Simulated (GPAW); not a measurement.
# CuI (Marshite): one start, several treatments of the self-energy, part 2 of 2

Aim: compare treatments of exchange, screening and correlation for the gap of CuI (Marshite).

GPAW 26.7.0; PBE and many-body steps on it, plane waves. Known limits of the many-body steps: not at the basis limit; d shell near the gap, gap tends to lie low; no spin-orbit coupling.

So far. Step 2 (Empty states on the mesh, 4×4×4 mesh, 667 bands): On this mesh the gap is 1.138 eV. Step 3 (G0W0, Godby-Needs plasmon pole): The gap on the mesh goes from 1.14 eV to 1.99 eV, a correction of +0.85 eV.

The database entry behind the starting cell differs from later determinations by our own check (about 0.15 % long (mineral sample)), so it need not match the best structure at ambient conditions.

### Step 5. G0W0, extrapolated in the cutoff

This step: G0W0 on PBE, plane waves, PAW.

run.py reads:

```python
import json
import numpy as np
from gpaw.mpi import world
from gpaw.response.g0w0 import G0W0

gw = G0W0('full.gpw',
    filename='gw',
    kpts=[0],
    bands=(7, 11),
    ecut=300.0,
    integrate_gamma='WS',
    ppa=True,
    ecut_extrapolation=True)
gw.calculate()
res = {mode: {k: v for k, v in r.items() if k != 'sigma_eskwn'}
       for mode, r in gw.all_results.items()}

if world.rank == 0:
    with open('result.json', 'w') as f:
        json.dump(res, f, default=lambda x: x.tolist())
```

Run with:

```
> mpirun -n 4 gpaw python run.py
```

Numbers of over 12 decimals in the logs are rounded to 6 here.

The program printed:

```text
Using integrator: PointIntegrator
FrequencyGridDescriptor(from 0.000+0.000j to 0.000+27.211j eV, 2 points)
Nonperiodic BCs:  [False False False]
Using integrator: PointIntegrator
FrequencyGridDescriptor(from 0.000+0.000j to 0.000+27.211j eV, 2 points)
Nonperiodic BCs:  [False False False]
  ___  _ _ _
 |   || | | |
 | | || | | |
 |__ ||_____|
 |___|

BZ k-points: Symmetries present (total): 24

  [... matrices ...]
64 k-points: 4 x 4 x 4 Monkhorst-Pack grid + [1/8,1/8,1/8]
8 k-points in the irreducible part of the Brillouin zone
       k-points in crystal coordinates                weights
   0:     0.00000000    0.00000000    0.00000000          1/64
   1:     0.25000000    0.25000000    0.00000000          6/64
   2:     0.25000000    0.25000000    0.25000000          8/64
[...]
6:     0.50000000    0.50000000    0.25000000         24/64
   7:     0.50000000    0.50000000    0.50000000          4/64

Distributing spins, k-points and bands (1 x 1 x 4) over 4 processes
Number of blocks: 1

Quasi particle states:
k-points (IBZ indices): [0]
Band range: (7, 11)
  [... matrices ...]
Computational parameters:
Extrapolating to infinite plane wave cut-off using points at:
  258.532 eV
  277.345 eV
  300.000 eV
Number of bands: 657
Coulomb cutoff: None
Broadening: 0.1 eV

fxc modes: GW
Kernel: RPA
Using Godby-Needs plasmon-pole approximation:
  Fitting energy: i*E0, E0 = 1.000 Hartree
Summing all q:

Calculating screened Coulomb potential
No Coulomb truncation
FrequencyGridDescriptor(from 0.000+0.000j to 0.000+27.211j eV, 2 points)
Removing empty qpoint cache files...

Calculating chi0 body with:
    Ground state adapter containing:
    Number of spins: 1
    Number of kpoints: 64
    Number of irreducible kpoints: 8
[...]
Linear response parametrization:
    q_c: [0.0, 0.0, 0.0]
    Number of frequency points: 2
    Planewave cutoff: 300.0
    Number of bands: 657
    Number of planewaves: 645
    Broadening (eta): 1e-06
    comm.size: 4
    kncomm.size: 4
    blockcomm.size: 1

    Memory estimate of potentially large arrays:
        chi0_wGG: 12.696075 M / cpu
Integrating chi0 body.

Symmetries of q_c:
    Direct symmetries (Uq -> q): 24
    Indirect symmetries (TUq -> q): 24
In total 48 allowed symmetries.

  [... matrices ...]
8 groups of equivalent kpoints. 87.5% reduction.

Integral kind: response function
Integrating chi0 head and wings.

Symmetries of q_c:
    Direct symmetries (Uq -> q): 24
    Indirect symmetries (TUq -> q): 24
In total 48 allowed symmetries.

  [... matrices ...]
8 groups of equivalent kpoints. 87.5% reduction.

Integral kind: response function wings

Calculating chi0 body with:
    Ground state adapter containing:
    Number of spins: 1
    Number of kpoints: 64
    Number of irreducible kpoints: 8
    Number of completely occupied states: 9
    Number of partially occupied states: 9
    Occupied states memory: 2.145767 M / cpu

[... the further q-points ...]
Extrapolating selfenergy to infinite energy cutoff:
  Performing linear fit to 3 points
  Warning: Bad quality of linear fit for some (n,k).
           Higher cutoff might be necessary.
  Minimum R^2 = 0.0647. (R^2 Should be close to 1)
  [... matrices ...]
Results:
f:      Occupation numbers
eps:     KS-eigenvalues [eV]
vxc:     KS vxc [eV]
exx:     Exact exchange [eV]
sigma:   Self-energies [eV]
dsigma:  Self-energy derivatives
Z:       Renormalization factors
qp:      QP-energies [eV]

k-point 0 (0): (0.000, 0.000, 0.000)                GW
band       f     eps     vxc     exx   sigma  dsigma       Z      qp
                                                                   GW
   7   1.000   4.474 -30.038 -36.126   5.362  -0.360   0.735   3.940
   8   1.000   4.474 -30.038 -36.126   5.362  -0.360   0.735   3.941
   9   0.000   5.612 -12.444  -8.089  -4.011  -0.232   0.812   5.891
  10   0.000   9.359 -11.141  -6.681  -4.220  -0.243   0.805   9.552
```

It took 20 min on 4 MPI ranks of Arm Neoverse V1, shared host; peak memory 2.5 GiB.

This step gave:

| Quantity | Value |
| --- | --- |
| quasiparticle gap on the points computed | 1.951 eV |
| least direct quasiparticle gap on the computed points | 1.951 eV |
| Z at the valence top | 0.7354 |
| Z at the conduction bottom | 0.8116 |
| starting gap on the mesh | 1.138 eV |
| k of the valence top | 0, 0, 0 |
| k of the conduction bottom | 0, 0, 0 |
| gaps at the cutoffs of the extrapolation | 1.961, 1.959, 1.959 eV |

Against G0W0 in GPAW (4×4×4 mesh, 305 bands, screening to 180 eV, Godby-Needs plasmon pole), the gap moves by −0.041 eV.

### Step 6. One-shot Hartree-Fock

This step: one-shot Hartree-Fock levels on PBE orbitals, plane waves, PAW.

run.py reads:

```python
import json
import numpy as np
from gpaw.mpi import world
from gpaw.hybrids.eigenvalues import non_self_consistent_eigenvalues

dft, vxc, vxc_hyb = non_self_consistent_eigenvalues('full.gpw', 'EXX', 7, 11, kpt_indices=[0])
res = {'dft': dft[0], 'hybrid': (dft - vxc + vxc_hyb)[0]}
if world.rank == 0:
    with open('hybrid.txt', 'w') as f:
        for k, e0, e1 in zip([0], res['dft'], res['hybrid']):
            print(k, ' '.join(f'{x:9.4f}' for x in e0), '|', ' '.join(f'{x:9.4f}' for x in e1), file=f)

if world.rank == 0:
    with open('result.json', 'w') as f:
        json.dump(res, f, default=lambda x: x.tolist())
```

Run with:

```
> mpirun -n 4 gpaw python run.py
```

The program printed:

```text
IBZ(<points: 8, symmetries: 24>)
Occupied bands: 9
Transforming wave functions from IBZ to BZ: 0.036 seconds
Distributing wave functions and iFFT-ing to real space: 0.206 seconds
Calculating eigenvalues:
  k-points: 1
  Bands: 7-10 (inclusive)
  Seconds: 0.401 (wave-function broadcasting: 0.004 seconds)
HSE06-eigenvalue shifts:
  min: -6.088 eV
  ave: -0.840 eV
  max: 4.460 eV
```

It took 3.4 s on 4 MPI ranks; peak memory 0.45 GiB.

This step gave:

| Property | Result |
| --- | --- |
| starting gap on the mesh | 1.138 eV |
| hybrid gap on the mesh | 11.58 eV |
| least direct hybrid gap on the computed points | 11.58 eV |

### Step 7. G0W0, full frequency, Hilbert transform

This step: G0W0 on PBE, plane waves, PAW.

run.py reads:

```python
import json
import numpy as np
from gpaw.mpi import world
from gpaw.response.g0w0 import G0W0

gw = G0W0('full.gpw',
    filename='gw',
    kpts=[0],
    bands=(7, 11),
    ecut=180,
    nbands=305,
    integrate_gamma='WS',
    frequencies={'type': 'nonlinear', 'domega0': 0.1, 'omega2': 15.0},
    eta=0.1,
    nblocksmax=True)
gw.calculate()
res = {mode: {k: v for k, v in r.items() if k != 'sigma_eskwn'}
       for mode, r in gw.all_results.items()}

if world.rank == 0:
    with open('result.json', 'w') as f:
        json.dump(res, f, default=lambda x: x.tolist())
```

Run with:

```
> mpirun -n 4 gpaw python run.py
```

The program printed:

```text
Using integrator: PointIntegrator
NonLinearFrequencyDescriptor(from 0.000 to 185.561 eV, 304 points)
Nonperiodic BCs:  [False False False]
Using integrator: PointIntegrator
NonLinearFrequencyDescriptor(from 0.000 to 185.561 eV, 304 points)
Nonperiodic BCs:  [False False False]
  ___  _ _ _
 |   || | | |
 | | || | | |
 |__ ||_____|
 |___|

BZ k-points: Symmetries present (total): 24

  [... matrices ...]
64 k-points: 4 x 4 x 4 Monkhorst-Pack grid + [1/8,1/8,1/8]
8 k-points in the irreducible part of the Brillouin zone
       k-points in crystal coordinates                weights
[...]
Results:
f:      Occupation numbers
eps:     KS-eigenvalues [eV]
vxc:     KS vxc [eV]
exx:     Exact exchange [eV]
sigma:   Self-energies [eV]
dsigma:  Self-energy derivatives
Z:       Renormalization factors
qp:      QP-energies [eV]

k-point 0 (0): (0.000, 0.000, 0.000)                GW
band       f     eps     vxc     exx   sigma  dsigma       Z      qp
                                                                   GW
   7   1.000   4.474 -30.038 -36.126   5.232  -0.425   0.702   3.874
   8   1.000   4.474 -30.038 -36.126   5.232  -0.425   0.702   3.874
   9   0.000   5.612 -12.444  -8.089  -3.926  -0.294   0.773   5.944
  10   0.000   9.359 -11.141  -6.681  -4.207  -0.334   0.749   9.549
```

Wall time 5.9 min (4 MPI ranks); peak memory 3.4 GiB; 23 min of CPU time.

Numbers from this step:

```yaml
g0w0_gap_on_the_points_computed: 2.070 eV
least_direct_g0w0_gap_on_the_computed_points: 2.070 eV
starting_gap_on_the_mesh: 1.138 eV
k_of_the_valence_top: 0, 0, 0
k_of_the_conduction_bottom: 0, 0, 0
```

Against G0W0 in GPAW (4×4×4 mesh, 305 bands, screening to 180 eV, Godby-Needs plasmon pole), the gap moves by +0.079 eV.

### Step 8. Side by side

Times are wall times on 4 MPI ranks of Arm Neoverse V1, shared host, good to a factor of about two.

| run | mesh | bands | screening cutoff (eV) | DFT gap (eV) | gap on the mesh (eV) | direct (eV) | time |
| --- | --- | --- | --- | --- | --- | --- | --- |
| G0W0, Godby-Needs plasmon pole | 4×4×4 | 305 | 180 | 1.138 | 1.991 | 1.991 | 1.7 min |
| one-shot HSE06 | 4×4×4 | - | - | 1.138 | 2.961 | 2.961 | 3.3 s |
| G0W0, extrapolated in the cutoff | 4×4×4 | - | 300 | 1.138 | 1.951 | 1.951 | 20 min |
| one-shot Hartree-Fock | 4×4×4 | - | - | 1.138 | 11.580 | 11.580 | 3.4 s |
| G0W0, full frequency, Hilbert transform | 4×4×4 | 305 | 180 | 1.138 | 2.070 | 2.070 | 5.9 min |

### Step 9. Outcome

| Quantity | Value |
| --- | --- |
| G0W0, Godby-Needs plasmon pole | 1.991 eV |
| one-shot HSE06 | 2.961 eV |
| G0W0, extrapolated in the cutoff | 1.951 eV |
| one-shot Hartree-Fock | 11.580 eV |
| G0W0, full frequency, Hilbert transform | 2.070 eV |
| known limits | not at the basis limit; no spin polarisation; d shell near the gap, gap tends to lie low; no spin-orbit coupling |

In words: One-shot HSE06: +0.970 eV against G0W0, Godby-Needs plasmon pole. G0W0, extrapolated in the cutoff: −0.041 eV against G0W0, Godby-Needs plasmon pole, at other bands or cutoff, so not like for like. One-shot Hartree-Fock: +9.589 eV against G0W0, Godby-Needs plasmon pole. G0W0, full frequency, Hilbert transform: +0.079 eV against G0W0, Godby-Needs plasmon pole. Bare exchange alone opens the gap to 11.58 eV; against G0W0, correlation takes back 9.59 eV. One-shot hybrid levels are evaluated on the PBE orbitals. Bands and cutoff are finite, so the gap is not at the basis limit. The miss can reach some tenths of an eV and take either sign; the mesh is an error of its own. These stock PAW sets were not made for GW; the filled d or f shell of I lies in the frozen core, which bears on start and correction. In the G0W0 runs levels were corrected at 1 k point alone, so a gap called «on the mesh» is the least over those, and an edge elsewhere would be missed. The program warns of a poor linear fit in the extrapolation of some level, so the extrapolated values are rough. A d shell, filled or nearly so, lies near the gap. One-shot GW converges very slowly in bands there, not always from below, and on a semilocal start the gap tends to come out low; starts rich in exact exchange can overshoot instead. The many-body steps are scalar-relativistic: spin-orbit coupling is not in them.

[Paths, hosts, dates, memory and timing lines, banners, echoed tables and standing remarks are left out of the program output.]

[Logs are printed without paths, hosts, clocks, repeated set-up lines and the standing remarks that a program may print on its own settings, such as how far it seeks lower states.]

[Runs of the session that timed out or met a known fault of the program may be left out.]

[Hosts, paths, dates, database ids (printed as entryN), source tags and the programs' standing remarks are cut or masked in the printed files.]
